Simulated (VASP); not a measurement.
# HC16 (a cell with a defect) in VASP: notebook

One crystal, HC16 (a cell with a defect), is run at these levels: PBE; tasks: single point, relaxation of the atoms.

Everything below comes from runs of VASP 6.6.1. Logs are shortened: lines on timing, memory, paths and dates and some standing lists are left out, and cuts for length are marked.

## (1) Starting point

The cell holds a defect, 17 atoms: a = 5.049 Å, b = 5.049 Å, c = 5.049 Å, α = 60.00°, β = 60.00°, γ = 60.00°.

The cell was built by a generator and needn't be a form met in nature.

## (2) Single point, PBE

INCAR reads:

```
  PREC = Accurate
  ENCUT = 520
  EDIFF = 1E-6
  ISMEAR = -1
  SIGMA = 0.02
  LREAL = Auto
  LASPH = True
  NELM = 100
  ALGO = Normal
  ISIF = 2
  LWAVE = False
  LCHARG = False
  GGA = PE
  NBANDS = 46
  NELECT = 64.0
```

KPOINTS reads:

```
regular mesh
0
Gamma
  2 2 2
```

POSCAR reads:

```
HC16
1.0
    0.0000000000      3.5700000000      3.5700000000
    3.5700000000      0.0000000000      3.5700000000
    3.5700000000      3.5700000000      0.0000000000
C H
16 1
Direct
    0.0150078460      0.0022337584     -0.0104202313
    0.1364832439      0.1268454886      0.1183753671
    0.0101718434      0.0023369698      0.4916168720
    0.1358131199      0.1265347321      0.6157779379
    0.0127577164      0.5008361765     -0.0092061240
    0.1321173784      0.6265537864      0.1172318711
    0.0093374265      0.4996589386      0.4912552026
    0.1310639875      0.6284748806      0.6154811189
    0.5110796274      0.0132846972     -0.0072520764
    0.6415624707      0.1271384571      0.1175678098
    0.5094646097      0.0029643708      0.4901930797
    0.6367608536      0.1279585351      0.6149705635
    0.4981538746      0.4910153871     -0.0165502244
    0.6473294979      0.6346911458      0.1270504602
    0.5047499978      0.5007195133      0.4908332089
    0.6349299824      0.6247218273      0.6058727649
    0.5685711238      0.7147252352      0.9081757998
```

Potentials or basis: VASP PAW PBE potentials, release 64 (C, H).

On the command line:

```console
$ cat potpaw_PBE.64/C/POTCAR potpaw_PBE.64/H/POTCAR > POTCAR
$ mpirun -np 1 vasp_std > vasp.out
```

OUTCAR:

```text
PREC = Accurate
   ENCUT = 520
   EDIFF = 1E-6
   ISMEAR = -1
   LREAL = Auto
   LASPH = True
   NELM = 100
   ISIF = 2
   GGA = PE
   NELECT = 64.0

 ion  position               nearest neighbor table
   1  0.015  0.002  0.990-  10 1.54   4 1.54   2 1.55   6 1.55
   2  0.136  0.127  0.118-   3 1.54   5 1.54   9 1.55   1 1.55
   3  0.010  0.002  0.492-   2 1.54  12 1.54   8 1.54   4 1.54
   4  0.136  0.127  0.616-   7 1.54  11 1.54   1 1.54   3 1.54
   5  0.013  0.501  0.991-  14 1.51   6 1.53   2 1.54   8 1.55
   6  0.132  0.627  0.117-  13 1.51   5 1.53   7 1.54   1 1.55
   7  0.009  0.500  0.491-   4 1.54   6 1.54  16 1.54   8 1.55
   8  0.131  0.628  0.615-  15 1.54   3 1.54   7 1.55   5 1.55
   9  0.511  0.013  0.993-  10 1.52   2 1.55  12 1.56  14 1.56
  10  0.642  0.127  0.118-  13 1.51   9 1.52  11 1.54   1 1.54
  11  0.509  0.003  0.490-  10 1.54   4 1.54  12 1.55  16 1.56
  12  0.637  0.128  0.615-  15 1.54   3 1.54  11 1.55   9 1.56
  13  0.498  0.491  0.983-  17 1.18  10 1.51   6 1.51  16 1.56  14 1.80
  14  0.647  0.635  0.127-  17 1.17  15 1.51   5 1.51   9 1.56  13 1.80
  15  0.505  0.501  0.491-  14 1.51  16 1.52  12 1.54   8 1.54
  16  0.635  0.625  0.606-  15 1.52   7 1.54  13 1.56  11 1.56
  17  0.569  0.715  0.908-  14 1.17  13 1.18

  LATTYP: Found a face centered cubic cell.
 ALAT       =     7.1400000000

  Lattice vectors:

 A1 = (   0.0000000000,   3.5700000000,   3.5700000000)
 A2 = (   3.5700000000,   0.0000000000,   3.5700000000)
 A3 = (   3.5700000000,   3.5700000000,   0.0000000000)

Analysis of symmetry for initial positions (statically):
=====================================================================
 Subroutine PRICEL returns:
 Original cell was already a primitive cell.

 Routine SETGRP: Setting up the symmetry group for a
 face centered cubic supercell.

 Subroutine GETGRP returns: Found  1 space group operations
 (whereof  1 operations were pure point group operations)
 out of a pool of 48 trial point group operations.

The static configuration has the point symmetry C_1 .

Analysis of symmetry for dynamics (positions and initial velocities):
=====================================================================
 Subroutine PRICEL returns:
 Original cell was already a primitive cell.

 Routine SETGRP: Setting up the symmetry group for a
 face centered cubic supercell.

 Subroutine GETGRP returns: Found  1 space group operations
 (whereof  1 operations were pure point group operations)
[... 121 lines left out ...]
   ISIF   =      2    stress and relaxation
   ISYM   =      2    0-nonsym 1-usesym 2-fastsym
   POTIM  = 0.5000    time-step for ionic-motion
   TEBEG  =    0.0;   TEEND  =   0.0 temperature during run
   PSTRESS=    0.0 pullay stress
   NELECT =      64.0000    total number of electrons
   NUPDOWN=      -1.0000    fix difference up-down
   EMIN   =  10.00;   EMAX   =-10.00  energy-range for DOS
   EFERMI =   0.00;   METHOD = LEGACY
   ISMEAR =    -1;   SIGMA  =   0.02  broadening in eV -4-tet -1-fermi 0-gaus
   EFERMI_NEDOS =   21; number of points for ismear=-14 and -15
   IALGO  =     38    algorithm
   IMIX   =      4    mixing-type and parameters
     AMIX     =   0.40;   BMIX     =  1.00
     AMIX_MAG =   1.60;   BMIX_MAG =  1.00
  volume/ion in A,a.u.               =       5.35        36.12
  Fermi-wavevector in a.u.,A,eV,Ry     =   1.455872  2.751200 28.838420  2.119564
  Thomas-Fermi vector in A             =   2.572856
   LORBIT       =      0    0 simple, 1 ext, 2 COOP (PROOUT), +10 PAW based schemes
   GGA     = PE    functional components
   LHFCALC =     F    Hartree Fock is set to
   AEXX    =    0.0000 exact exchange contribution
   IVDW    =     0    specifies the selected vdW correction
   LEPSILON=     F    determine dielectric tensor
   LRPA    =     F    only Hartree local field effects (RPA)
 non-spin polarized calculation
  energy-cutoff  :      520.00
  volume of cell :       91.00
 maximum number of plane-waves:      2452
 NGX is ok and might be reduce to    40
   NGX = 19   NGY = 19   NGZ = 19

 number of electron      64.0000000 magnetization

 Free energy of the ion-electron system (eV)
  ---------------------------------------------------
  ext. energy  EPLUGINS =         0.00000000
  ---------------------------------------------------
  free energy    TOTEN  =      -154.19848123 eV

  energy without entropy =     -154.19848123  energy(sigma->0) =     -154.19848123

 E-fermi :  10.4054     XC(G=0): -13.2289

 val. band max:        9.9032548074   @ k =   0.0000   0.0000   0.0000
 cond. band min:      12.4205840312   @ k =   0.0000   0.0000   0.0000
 fundamental gap:      2.5173292237
 Fermi energy:        10.4054384900

 k-point     1 :       0.0000    0.0000    0.0000
  band No.  band energies     occupation
      1     -11.9833      2.00000
      2      -6.9646      2.00000
      3      -5.9997      2.00000
      4      -5.9146      2.00000
      5      -5.8620      2.00000
      6      -4.7708      2.00000
[... 365 lines left out ...]
     43      20.0001      0.00000
     44      20.0400      0.00000
 [bands above 44 left out]

------------------------ aborting loop because EDIFF is reached ----------------------------------------

  FORCE on cell =-STRESS in cart. coord.  units (eV):
  Direction    XX          YY          ZZ          XY          YZ          ZX
  --------------------------------------------------------------------------------------
  -------------------------------------------------------------------------------------
  Total       -4.7518224     -5.2281865     -5.2191037      2.8114444      2.2499851      2.7950093
  in kB      -83.6635206    -92.0506820    -91.8907647     49.5000269     39.6146275     49.2106604
  external PRESSURE =     -89.2016557 kB  Pullay stress =       0.0000000 kB

 VOLUME and BASIS-vectors are now :
 -----------------------------------------------------------------------------
  energy-cutoff  :      520.00
  volume of cell :       91.00
      direct lattice vectors                 reciprocal lattice vectors
     0.000000000  3.570000000  3.570000000    -0.140056022  0.140056022  0.140056022
     3.570000000  0.000000000  3.570000000     0.140056022 -0.140056022  0.140056022
     3.570000000  3.570000000  0.000000000     0.140056022  0.140056022 -0.140056022

 POSITION                                       TOTAL-FORCE (eV/Angst)
 -----------------------------------------------------------------------------------
      3.54077      3.58638      0.06155         0.013537     -0.016347     -0.004640
      0.87544      0.90985      0.94008        -0.007541     -0.012611     -0.016310
      1.76342      1.79139      0.04466        -0.020098     -0.005184      0.026745
      2.65006      2.68318      0.93658        -0.018020     -0.013859      0.001434
      5.32512      3.58268      1.83353         0.008343      0.059285      0.020091
      2.65531      0.89018      2.70846         0.023048      0.018016      0.044771
[... 9 lines left out ...]
      4.39322      4.42967      4.49696         0.040704     -0.040451      0.050862
      5.79376      5.27199      4.58137        -0.005751     -0.042990      0.024454
 -----------------------------------------------------------------------------------
    total drift:                               -0.003185      0.011007     -0.002668

  FREE ENERGIE OF THE ION-ELECTRON SYSTEM (eV)
  ---------------------------------------------------
  free  energy   TOTEN  =      -154.1984812253 eV

  energy  without entropy=     -154.1984812253  energy(sigma->0) =     -154.19848123
```

stdout:

```text
POSCAR found type information on POSCAR C H
 POSCAR found :  2 types and      17 ions
 scaLAPACK will be used
 LDA part: xc-table for (Slater+PW92), standard interpolation
 POSCAR, INCAR and KPOINTS ok, starting setup
 FFT: planning ... GRIDC
 FFT: planning ... GRID_SOFT
 FFT: planning ... GRID
 WAVECAR not read
 entering main loop
 the old and the new charge density differ
 old charge density:    65.00000 new   64.00000
    0.159E+01
```

Wall time 30 s (1 thread of Intel Xeon 6975P-C (Granite Rapids), shared host); peak memory 0.24 GiB.

Results:

```
Free energy            : -154.1985 eV
Largest force          : 0.077 eV/Å
Band gap on the k mesh : 2.52 eV, direct
```

Forces in eV/Å, atoms in the order of the input:
```
C    0.014 -0.016 -0.005
C   -0.008 -0.013 -0.016
C   -0.020 -0.005  0.027
C   -0.018 -0.014  0.001
C    0.008  0.059  0.020
C    0.023  0.018  0.045
C   -0.008  0.016 -0.005
C   -0.011 -0.025  0.016
C   -0.031  0.010 -0.045
C    0.016 -0.034 -0.019
C    0.029  0.021 -0.009
C   -0.019 -0.027  0.000
C   -0.038  0.044 -0.035
C    0.027  0.049 -0.034
C    0.000 -0.001 -0.015
C    0.041 -0.040  0.051
H   -0.006 -0.043  0.024
```

Caveat: the k mesh is coarse (spacing up to 0.76 Å⁻¹), so the values aren't converged; the cell carries a net charge on a neutralising background, which shifts energy and pressure; the cell is charged against a uniform background, so pressure and absolute levels hang on convention. As with any semilocal functional, this PBE gap is likely too small.

## (3) Relaxation of the atoms, PBE

INCAR reads:

```
SYSTEM = HC16
ALGO = Normal
EDIFF = 1E-6
EDIFFG = -0.08
ENCUT = 520
GGA = PE
IBRION = 2
ISIF = 2
ISMEAR = -1
LASPH = .True.
LCHARG = .False.
LREAL = Auto
LWAVE = .False.
NELECT = 64.0
NELM = 60
NSW = 45
PREC = Accurate
SIGMA = 0.02
```

KPOINTS reads:

```
k-points
0
Gamma
  2 2 2
  0 0 0
```

POSCAR reads:

```
HC16
1.0
    0.0000000000      3.5700000000      3.5700000000
    3.5700000000      0.0000000000      3.5700000000
    3.5700000000      3.5700000000      0.0000000000
C H
16 1
Direct
    0.0000000000      0.0000000000      0.0000000000
    0.1250000000      0.1250000000      0.1250000000
    0.0000000000      0.0000000000      0.5000000000
    0.1250000000      0.1250000000      0.6250000000
    0.0000000000      0.5000000000      0.0000000000
    0.1250000000      0.6250000000      0.1250000000
    0.0000000000      0.5000000000      0.5000000000
    0.1250000000      0.6250000000      0.6250000000
    0.5000000000      0.0000000000      0.0000000000
    0.6250000000      0.1250000000      0.1250000000
    0.5000000000      0.0000000000      0.5000000000
    0.6250000000      0.1250000000      0.6250000000
    0.5000000000      0.5000000000      0.0000000000
    0.6250000000      0.6250000000      0.1250000000
    0.5000000000      0.5000000000      0.5000000000
    0.6250000000      0.6250000000      0.6250000000
    0.7353546000      0.7506939000      0.7609734000
```

Potentials or basis: VASP PAW PBE potentials, release 64 (C, H).

On the command line:

```console
$ cat potpaw_PBE.64/C/POTCAR potpaw_PBE.64/H/POTCAR > POTCAR
$ mpirun -np 1 vasp_std > vasp.out
```

It took 8.4 min on 1 thread of Intel Xeon 6975P-C (Granite Rapids), shared host; peak memory 0.23 GiB.

The run converged. Its results:

| Property | Result |
| --- | --- |
| Free energy | -154.1964 eV |
| Energy gained by relaxing | 59.5 meV/atom |
| Ionic steps | 36 |
| Largest force after relaxing | 0.074 eV/Å |
| Band gap on the k mesh | 2.60 eV, direct |

Forces in eV/Å, atoms in the order of the input:
```
C   -0.020 -0.009  0.014
C   -0.002 -0.012  0.006
C    0.011  0.016  0.022
C    0.005  0.029  0.018
C    0.011  0.011 -0.011
C   -0.017  0.002  0.007
C    0.011  0.011  0.004
C    0.034 -0.042 -0.005
C   -0.011 -0.010  0.008
C   -0.027 -0.069 -0.001
C    0.008 -0.010 -0.006
C    0.022 -0.001  0.027
C   -0.028 -0.007 -0.001
C    0.012  0.027 -0.028
C    0.031  0.009 -0.023
C   -0.008  0.006 -0.041
H   -0.031  0.051  0.010
```

The path:
```csv
step,energy change (eV),largest force (eV/Å),pressure (GPa)
1,0.0000,1.1746,-12.65
2,0.2003,2.2147,-12.48
3,-0.0964,0.4719,-13.36
4,-0.1093,0.5885,-13.29
5,-0.1093,0.5935,-13.28
6,-0.1174,0.6454,-13.28
7,-0.1393,0.7872,-13.26
8,-0.1676,1.2822,-13.18
9,-0.1289,2.5844,-12.75
10,-0.1714,1.5481,-13.11
11,-0.1759,1.5646,-13.10
12,-0.1892,1.6102,-13.09
13,-0.2157,1.6994,-13.06
14,-0.2638,1.8703,-12.98
15,-0.3111,2.4560,-12.74
16,-0.3714,2.4167,-12.69
17,-0.4874,2.2538,-12.38
18,-0.3649,3.3021,-11.46
19,-0.5026,2.1624,-12.20
20,-0.6032,1.8230,-12.13
21,-0.8109,1.0472,-11.86
22,-0.7985,1.5904,-11.04
23,-0.8768,0.9723,-11.53
24,-0.9193,0.4691,-11.42
25,-0.9303,0.5780,-11.30
26,-0.9431,0.4088,-11.17
27,-0.9571,0.4082,-10.79
28,-0.9681,0.3866,-10.67
29,-0.9773,0.3749,-10.36
30,-0.9846,0.3433,-10.19
31,-0.9884,0.3252,-9.97
32,-0.9967,0.2319,-9.79
33,-1.0054,0.1907,-9.34
34,-1.0090,0.1239,-9.22
35,-1.0091,0.1488,-9.19
36,-1.0107,0.0744,-9.12
```

Final structure:
```
CELL_PARAMETERS angstrom
0.00000 3.57000 3.57000
3.57000 0.00000 3.57000
3.57000 3.57000 0.00000
ATOMIC_POSITIONS crystal
C 0.01535 0.00157 0.98941
C 0.13727 0.12629 0.11781
C 0.01114 0.00154 0.49087
C 0.13620 0.12596 0.61529
C 0.01385 0.50019 0.98962
C 0.13273 0.62574 0.11679
C 0.01036 0.49905 0.49072
C 0.13272 0.62763 0.61442
C 0.51198 0.01310 0.99236
C 0.64222 0.12642 0.11799
C 0.51009 0.00247 0.49034
C 0.63772 0.12754 0.61439
C 0.49980 0.49071 0.98294
C 0.64855 0.63297 0.12626
C 0.50636 0.50042 0.49011
C 0.63607 0.62474 0.60595
H 0.55295 0.72433 0.91570
```

Levels at points of the mesh, in eV from the valence-band top:
```
           k point  band 30  band 31  band 32  band 33  band 34  band 35
(0.00, 0.00, 0.00)    -0.25    -0.14     0.00     2.60     3.33     4.30
(0.50, 0.00, 0.00)    -1.91    -1.64    -1.56     3.80     3.98     5.54
(0.00, 0.50, 0.00)    -1.87    -1.72    -1.64     3.34     5.36     5.80
(0.00, 0.00, 0.50)    -1.86    -1.70    -1.62     3.44     5.22     5.57
(0.50, 0.50, 0.50)    -1.89    -1.87    -1.82     4.69     5.31     5.79
(0.50, 0.50, 0.00)    -3.13    -3.03    -2.91     3.34     4.30     6.46
(0.00, 0.50, 0.50)    -3.12    -3.09    -2.90     3.61     4.17     6.48
(0.50, 0.00, 0.50)    -3.13    -3.01    -2.91     3.16     4.33     6.45
```

Caveat: the k mesh is coarse (spacing up to 0.76 Å⁻¹), so the values aren't converged; the cell carries a net charge on a neutralising background, which shifts energy and pressure; the cell is charged against a uniform background, so pressure and absolute levels hang on convention; the relaxation stopped at a loose force limit of 0.08 eV/Å, so its end isn't a converged minimum. A hybrid or GW would open this gap; PBE tends to underestimate it.
